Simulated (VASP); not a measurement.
# SnTe (Fm-3m) in VASP: evGW0 quasiparticle levels with PBE

Aim: the evGW0 quasiparticle levels of SnTe with PBE.

Program: VASP 6.6.1. These are calculated values, not measurements. Logs are shortened: lines on timing, memory, paths and dates and some standing lists are left out, and cuts for length are marked.

### 1 The crystal as given

The structure is cubic, space group Fm-3m (No. 225). The conventional cell has a = 6.302 Å, b = 6.302 Å, c = 6.302 Å, α = 90.00°, β = 90.00°, γ = 90.00°. Te (site symmetry m-3m) is surrounded by 6 Sn at 3.15 Å. Around Sn (site symmetry m-3m) lie 6 Te at 3.15 Å.

### 2 EvGW0 quasiparticle levels, PBE

Input file POSCAR:

```
SnTe
1.0
    0.0000000000      3.1508500000      3.1508500000
    3.1508500000      0.0000000000      3.1508500000
    3.1508500000      3.1508500000      0.0000000000
Te Sn
1 1
Direct
    0.5000000000      0.5000000000      0.5000000000
    0.0000000000      0.0000000000      0.0000000000
```

Input file INCAR.step1:

```
PREC     = Accurate       # precision mode
ENCUT    = 500            # plane-wave cutoff, eV
EDIFF    = 1E-8           # SCF threshold, eV
ISMEAR   = 0              # smearing method
SIGMA    = 0.01           # smearing width, eV
LREAL    = False          # projectors in reciprocal space
LASPH    = True           # aspherical terms in the spheres
NELM     = 60             # most SCF steps
ALGO     = Normal         # electronic algorithm
LWAVE    = True           # write WAVECAR
LCHARG   = False          # write CHGCAR
GGA      = PE             # functional
KPAR     = 4
```

Input file INCAR.step2:

```
PREC     = Accurate       # precision mode
ENCUT    = 500            # plane-wave cutoff, eV
EDIFF    = 1E-8           # SCF threshold, eV
ISMEAR   = 0              # smearing method
SIGMA    = 0.01           # smearing width, eV
LREAL    = False          # projectors in reciprocal space
LASPH    = True           # aspherical terms in the spheres
NELM     = 1              # most SCF steps
ALGO     = Exact          # electronic algorithm
LWAVE    = True           # write WAVECAR
LCHARG   = False          # write CHGCAR
GGA      = PE             # functional
NBANDS   = 271            # bands
LOPTICS  = True           # frequency-dependent dielectric function
ISTART   = 1            
KPAR     = 4
```

Input file INCAR.step3:

```
PREC     = Accurate       # precision mode
ENCUT    = 500            # plane-wave cutoff, eV
EDIFF    = 1E-8           # SCF threshold, eV
ISMEAR   = 0              # smearing method
SIGMA    = 0.01           # smearing width, eV
LREAL    = False          # projectors in reciprocal space
LASPH    = True           # aspherical terms in the spheres
ALGO     = EVGW0          # electronic algorithm
LWAVE    = False          # write WAVECAR
LCHARG   = False          # write CHGCAR
GGA      = PE             # functional
NELMGW   = 4            
NBANDS   = 271            # bands
ENCUTGW  = 150            # cutoff of the response function
NOMEGA   = 50             # frequency points
PRECFOCK = Fast         
ISTART   = 1            
NBANDSGW = 18           
KPAR     = 4
```

Input file KPOINTS:

```
regular mesh
0
Gamma
  4 4 4
```

Potentials or basis: VASP PAW PBE potentials, release 64 (Te_GW, Sn_d_GW).

Started as:

```sh
$ cat potpaw_PBE.64/Te_GW/POTCAR potpaw_PBE.64/Sn_d_GW/POTCAR > POTCAR
$ cp INCAR.step1 INCAR
$ mpirun -np 4 vasp_std > vasp.out
$ cp INCAR.step2 INCAR
$ mpirun -np 4 vasp_std > vasp.out
$ cp INCAR.step3 INCAR
$ mpirun -np 4 vasp_std > vasp.out
```

OUTCAR:

```text
PREC = Accurate
   ENCUT = 500
   EDIFF = 1E-8
   ISMEAR = 0
   LREAL = False
   LASPH = True
   GGA = PE
   NELMGW = 4
   ENCUTGW = 150
   PRECFOCK = Fast
   ISTART = 1

 ion  position               nearest neighbor table
   1  0.500  0.500  0.500-   2 3.15   2 3.15   2 3.15   2 3.15   2 3.15   2 3.15
   2  0.000  0.000  0.000-   1 3.15   1 3.15   1 3.15   1 3.15   1 3.15   1 3.15

  LATTYP: Found a face centered cubic cell.
 ALAT       =     6.3017000000

  Lattice vectors:

 A1 = (   0.0000000000,   3.1508500000,   3.1508500000)
 A2 = (   3.1508500000,   0.0000000000,   3.1508500000)
 A3 = (   3.1508500000,   3.1508500000,   0.0000000000)

Analysis of symmetry for initial positions (statically):
=====================================================================
 Subroutine PRICEL returns:
 Original cell was already a primitive cell.

 Routine SETGRP: Setting up the symmetry group for a
 face centered cubic supercell.

 Subroutine GETGRP returns: Found 48 space group operations
 (whereof 48 operations were pure point group operations)
 out of a pool of 48 trial point group operations.

The static configuration has the point symmetry O_h .

Analysis of symmetry for dynamics (positions and initial velocities):
=====================================================================
 Subroutine PRICEL returns:
 Original cell was already a primitive cell.

 Routine SETGRP: Setting up the symmetry group for a
 face centered cubic supercell.

 Subroutine GETGRP returns: Found 48 space group operations
 (whereof 48 operations were pure point group operations)
 out of a pool of 48 trial point group operations.

The dynamic configuration has the point symmetry O_h .

 Subroutine INISYM returns: Found 48 space group operations
 (whereof 48 operations are pure point group operations),
 and found     1 'primitive' translations

----------------------------------------------------------------------------------------

                                     Primitive cell

  volume of cell :      62.5624

  direct lattice vectors                    reciprocal lattice vectors
     0.000000000  3.150850000  3.150850000    -0.158687338  0.158687338  0.158687338
     3.150850000  0.000000000  3.150850000     0.158687338 -0.158687338  0.158687338
     3.150850000  3.150850000  0.000000000     0.158687338  0.158687338 -0.158687338

  length of vectors
     4.455974803  4.455974803  4.455974803     0.274854533  0.274854533  0.274854533

  position of ions in fractional coordinates (direct lattice)
     0.500000000  0.500000000  0.500000000
     0.000000000  0.000000000  0.000000000

  ion indices of the primitive-cell ions
   primitive index   ion index
                 1           1
                 2           2

----------------------------------------------------------------------------------------

 KPOINTS: regular mesh

Automatic generation of k-mesh.
 Grid dimensions read from file:
 generate k-points for:    4    4    4

 Generating k-lattice:

  Cartesian coordinates                     Fractional coordinates (reciprocal lattice)
    -0.039671835  0.039671835  0.039671835     0.250000000  0.000000000  0.000000000
     0.039671835 -0.039671835  0.039671835     0.000000000  0.250000000  0.000000000
     0.039671835  0.039671835 -0.039671835     0.000000000  0.000000000  0.250000000

  Length of vectors
     0.068713633  0.068713633  0.068713633

  Shift w.r.t. Gamma in fractional coordinates (k-lattice)
     0.000000000  0.000000000  0.000000000

 Subroutine IBZKPT returns following result:
 ===========================================

 Found      8 irreducible k-points:

 Following reciprocal coordinates:
            Coordinates               Weight
  0.000000  0.000000  0.000000      1.000000
  0.250000  0.000000  0.000000      8.000000
  0.500000  0.000000  0.000000      4.000000
  0.250000  0.250000  0.000000      6.000000
  0.500000  0.250000  0.000000     24.000000
 -0.250000  0.250000  0.000000     12.000000
  0.500000  0.500000  0.000000      3.000000
 -0.250000  0.500000  0.250000      6.000000
   k-points           NKPTS =      8   k-points in BZ     NKDIM =     64   number of bands    NBANDS=    271
   number of dos      NEDOS =    301   number of ions     NIONS =      2
   total plane-waves  NPLWV =  32768
   dimension x,y,z NGX =    32 NGY =   32 NGZ =   32
   dimension x,y,z NGXF=    64 NGYF=   64 NGZF=   64
   ions per type =               1   1
   NGX,Y,Z   is equivalent  to a cutoff of  11.94, 11.94, 11.94 a.u.
   NGXF,Y,Z  is equivalent  to a cutoff of  23.88, 23.88, 23.88 a.u.
 SYSTEM =  unknown system
   PREC   = accura    normal or accurate (medium, high low for compatibility)
   ISTART =      1    job   : 0-new  1-cont  2-samecut
   ICHARG =      0    charge: 1-file 2-atom 10-const
   ISPIN  =      1    spin polarized calculation?
   LNONCOLLINEAR =      F non collinear calculations
   LSORBIT =      F    spin-orbit coupling
   LASPH  =      T    aspherical Exc in radial PAW
   ENCUT  =  500.0 eV  36.75 Ry    6.06 a.u.   8.12  8.12  8.12*2*pi/ulx,y,z
   NELM   =     60;   NELMIN=  2; NELMDL=  0     # of ELM steps
   EDIFF  = 0.1E-07   stopping-criterion for ELM
   LREAL  =      F    real-space projection
   EDIFFG = 0.1E-06   stopping-criterion for IOM
   NSW    =      0    number of steps for IOM
   IBRION =     -1    ionic relax: 0-MD 1-quasi-New 2-CG
   NFREE  =      0    steps in history (QN), initial steepest desc. (CG)
   ISIF   =      0    stress and relaxation
   ISYM   =      3    0-nonsym 1-usesym 2-fastsym
   POTIM  = 0.5000    time-step for ionic-motion
   TEBEG  =    0.0;   TEEND  =   0.0 temperature during run
   PSTRESS=    0.0 pullay stress
   NELECT =      20.0000    total number of electrons
   NUPDOWN=      -1.0000    fix difference up-down
   EMIN   =  10.00;   EMAX   =-10.00  energy-range for DOS
   EFERMI =   0.00;   METHOD = LEGACY
   ISMEAR =     0;   SIGMA  =   0.01  broadening in eV -4-tet -1-fermi 0-gaus
   EFERMI_NEDOS =   21; number of points for ismear=-14 and -15
   IALGO  =     38    algorithm
   IMIX   =      4    mixing-type and parameters
     AMIX     =   0.40;   BMIX     =  1.00
     AMIX_MAG =   1.60;   BMIX_MAG =  1.00
  volume/ion in A,a.u.               =      31.28       211.10
  Fermi-wavevector in a.u.,A,eV,Ry     =   1.119387  2.115336 17.048485  1.253028
  Thomas-Fermi vector in A             =   2.256026
   LORBIT       =      0    0 simple, 1 ext, 2 COOP (PROOUT), +10 PAW based schemes
   GGA     = PE    functional components
   LHFCALC =     T    Hartree Fock is set to
   PRECFOCK=fast      Normal, Fast or Accurate (Low or Medium for compatibility)
   ENCUT4O =  -1.0   cutoff for four orbital integrals eV
   NKREDX  =     1    reduce k-point grid by
   NKREDY  =     1    reduce k-point grid by
   NKREDZ  =     1    reduce k-point grid by
   AEXX    =    1.0000 exact exchange contribution
   HFSCREEN=    0.0000 screening length (either q_TF or 0.3 A-1)
   HFSCREENC=   0.0000 screening length for correlation (either q_TF or 0.3 A-1)
   ENCUTFOCK=  -1.0 apply spherical cutoff to Coloumb kernel
   IVDW    =     0    specifies the selected vdW correction
   LEPSILON=     F    determine dielectric tensor
   LRPA    =     F    only Hartree local field effects (RPA)
   LRPAFORCE           =     F    calculate RPA forces
   ENCUTGW             = 150.0    cutoff for response function in eV
   ENCUTGWSOFT         = 120.0    soft cutoff for Coulomb kernel in GW response function in eV
   ENCUTLF             =  -1.0    cutoff for local field effects
   NELMGW              =     4    number of iterations in solving QP/BSE equation
   NELMHF              =     1    number of iterations in the inner HF iteration
   NKREDLFX            =     1    NKREDLFY  =   1   NKREDLFZ  =   1
 non-spin polarized calculation
 Gauss-broadening in eV      SIGMA  =   0.01
  energy-cutoff  :      500.00
  volume of cell :       62.56
 maximum number of plane-waves:      1639
  NGX = 18; NGY = 18; NGZ = 18
   NGX = 17   NGY = 17   NGZ = 17
 maximum number of plane-waves:       268
 NGX is ok and might be reduce to    18

 QP shifts <psi_nk| G(iteration)W_0 |psi_nk>: iteration 1
 for sc-GW calculations column KS-energies equals QP-energies in previous step
 and V_xc(KS)=  KS-energies - (<T + V_ion + V_H > + <T+V_H+V_ion>^1  + <V_x>^1)

 k-point   1 :       0.0000    0.0000    0.0000
  band No.  KS-energies  QP-energies   sigma(KS)   V_xc(KS)     V^pw_x(r,r')   Z            occupation Imag(sigma)

      1     -16.0407     -18.2544     -20.9622     -17.5161     -27.0916       0.6424       2.0000       0.2677
      2     -16.0407     -18.2544     -20.9622     -17.5161     -27.0916       0.6424       2.0000       0.2677
      3     -16.0338     -18.2237     -20.9367     -17.5066     -27.0412       0.6384       2.0000       0.2600
      4     -16.0338     -18.2237     -20.9367     -17.5066     -27.0412       0.6384       2.0000       0.2600
      5     -16.0338     -18.2237     -20.9367     -17.5066     -27.0412       0.6384       2.0000       0.2600
      6      -6.9136      -7.1384     -11.0179     -10.6646     -17.2542       0.6365       2.0000       1.0722
[... 10 lines left out ...]
     17      12.7138      12.4432      -7.1499      -6.7872      -1.9487       0.7462       0.0000      -0.2684
     18      12.8207      12.7410      -9.5887      -9.4816      -4.6214       0.7438       0.0000      -0.3160

 k-point   2 :       0.2500    0.0000    0.0000
  band No.  KS-energies  QP-energies   sigma(KS)   V_xc(KS)     V^pw_x(r,r')   Z            occupation Imag(sigma)

      1     -16.0431     -18.2604     -20.9606     -17.5117     -27.0884       0.6429       2.0000       0.2739
      2     -16.0431     -18.2604     -20.9606     -17.5117     -27.0884       0.6429       2.0000       0.2739
      3     -16.0330     -18.2283     -20.9394     -17.5071     -27.0436       0.6396       2.0000       0.2614
      4     -16.0305     -18.2274     -20.9433     -17.5121     -27.0472       0.6403       2.0000       0.2599
      5     -16.0305     -18.2274     -20.9433     -17.5121     -27.0472       0.6403       2.0000       0.2599
      6      -6.4135      -6.6439     -11.1590     -10.7976     -17.1471       0.6377       2.0000       0.9806
[... 10 lines left out ...]
     17      15.8021      15.6503     -10.0439      -9.8381      -3.9500       0.7373       0.0000      -0.6693
     18      15.8021      15.6503     -10.0439      -9.8381      -3.9500       0.7373       0.0000      -0.6693

 k-point   3 :       0.5000    0.0000    0.0000
  band No.  KS-energies  QP-energies   sigma(KS)   V_xc(KS)     V^pw_x(r,r')   Z            occupation Imag(sigma)
[... 623 lines left out ...]
      1     -19.3063     -19.4012     -20.8813       1.4279     -27.0704       0.6447       2.0000       0.2251
      2     -19.2847     -19.3675     -20.8769       1.4631     -27.0344       0.6411       2.0000       0.1789
      3     -19.2847     -19.3913     -20.9384       1.4874     -27.0959       0.6411       2.0000       0.1789
      4     -19.2633     -19.3571     -20.9091       1.4998     -27.0505       0.6426       2.0000       0.1684
      5     -19.2633     -19.3594     -20.9127       1.4998     -27.0541       0.6426       2.0000       0.1684
      6      -5.7028      -5.7133     -11.7273       6.0082     -17.1141       0.6442       2.0000       0.7139
[... 10 lines left out ...]
     17      17.0514      17.0506      -9.2735      26.3239      -3.3752       0.7649       0.0000      -0.6831
     18      17.1001      17.0983      -8.4479      25.5455      -2.3751       0.7246       0.0000      -0.4971

 k-point   8 :      -0.2500    0.5000    0.2500
  band No. old QP-enery  QP-energies   sigma(KS)   T+V_ion+V_H  V^pw_x(r,r')   Z            occupation Imag(sigma)

      1     -19.3091     -19.3986     -20.8914       1.4427     -27.0771       0.6409       2.0000       0.2152
      2     -19.2991     -19.3993     -20.9303       1.4754     -27.0941       0.6433       2.0000       0.1878
      3     -19.2694     -19.3631     -20.8965       1.4809     -27.0412       0.6408       2.0000       0.1717
      4     -19.2694     -19.3661     -20.9012       1.4809     -27.0458       0.6408       2.0000       0.1717
      5     -19.2635     -19.3585     -20.9112       1.4998     -27.0527       0.6424       2.0000       0.1683
      6      -5.5981      -5.6084     -11.7463       6.1322     -17.1078       0.6440       2.0000       0.6969
[... 10 lines left out ...]
     17      16.9006      16.8997     -10.0662      26.9656      -3.9197       0.7603       0.0000      -0.7183
     18      17.2490      17.2474      -9.2286      26.4754      -3.1053       0.7262       0.0000      -0.6575
```

Run time: 13 min. Hardware: 4 MPI ranks of Intel Xeon Platinum 8488C (Sapphire Rapids), shared host; peak memory 0.8 GiB.

What came out:

* Band gap on the k mesh, mean-field level: 0.09 eV, direct
* Quasiparticle gap: 0.02 eV
* Least direct quasiparticle gap: 0.02 eV

Quasiparticle gap after each update of the energies (eV): 0.04, 0.04, 0.03, 0.02

Caveat: the k mesh is coarse (spacing up to 0.43 Å⁻¹), so the values aren't converged; bands, screening cutoff and mesh are small and nothing is extrapolated, so the quasiparticle values aren't converged; spin-orbit coupling is left out, which moves the levels of the heavy elements. A k mesh can miss the band edges.
